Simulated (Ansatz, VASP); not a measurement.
**One calculation of Cd, two programs**

The input INCAR:

```
SYSTEM = Cd
ALGO = Normal
EDIFF = 1E-7
EDIFFG = -0.005
ENCUT = 600
GGA = PE
IBRION = 2
ISIF = 3
ISMEAR = -1
LASPH = .True.
LCHARG = .False.
LREAL = .False.
LWAVE = .False.
NELM = 100
NSW = 60
PREC = Accurate
SIGMA = 0.05
```

File KPOINTS:

```
k-points
0
Gamma
  16 16 16
  0 0 0
```

File POSCAR:

```
Cd
1.0
    0.0000000000      2.2606409543      2.2606409543
    2.2606409543      0.0000000000      2.2606409543
    2.2606409543      2.2606409543      0.0000000000
Cd
1
Direct
    0.0000000000      0.0000000000      0.0000000000
```

Input for Ansatz:

```yaml
crystal:
  lattice:
    - [0.0, 2.2606409543, 2.2606409543]
    - [2.2606409543, 0.0, 2.2606409543]
    - [2.2606409543, 2.2606409543, 0.0]
  atoms:
    - { symbol: Cd, position: [0.0, 0.0, 0.0] }
kpoints:
  mp_grid: { grid: [16, 16, 16] }
scf:
  occupations: { method: fermi_dirac, width: 0.05 }
hamiltonian:
  xc: pbe
  pseudopotentials: { kind: paw }
output:
  forces: true
  stress: true
  write_density: true
  write_potential: true
  elf: true
  volumetric_format: npy
relax:
  f_tol: 0.005
  max_steps: 40
  cell: {}
```

Alike in both runs: task relaxation of cell and atoms; functional PBE; k mesh 16 × 16 × 16; occupations fermi-dirac, width 0.05 eV; no spin polarisation.

|  | VASP | Ansatz |
| --- | --- | --- |
| version | VASP 6.6.1 | Ansatz 0.2.0 |
| potentials or method | VASP PAW PBE potentials, release 64 (Cd) | PAW with Ansatz's default frozen-core files, scalar-relativistic |
| plane-wave cutoff (eV) | 600 | 420 |
| valence electrons in the cell | 12 | 20 |

|  | VASP | Ansatz | Ansatz less VASP |
| --- | --- | --- | --- |
| relaxed volume (Å³/atom) | 22.99 | 22.90 | -0.094 |
| relaxed cell length with the largest relative difference (Å) | 3.192 | 3.187 | -0.0044 |

The two sets of potentials don't hold the same shells in valence.
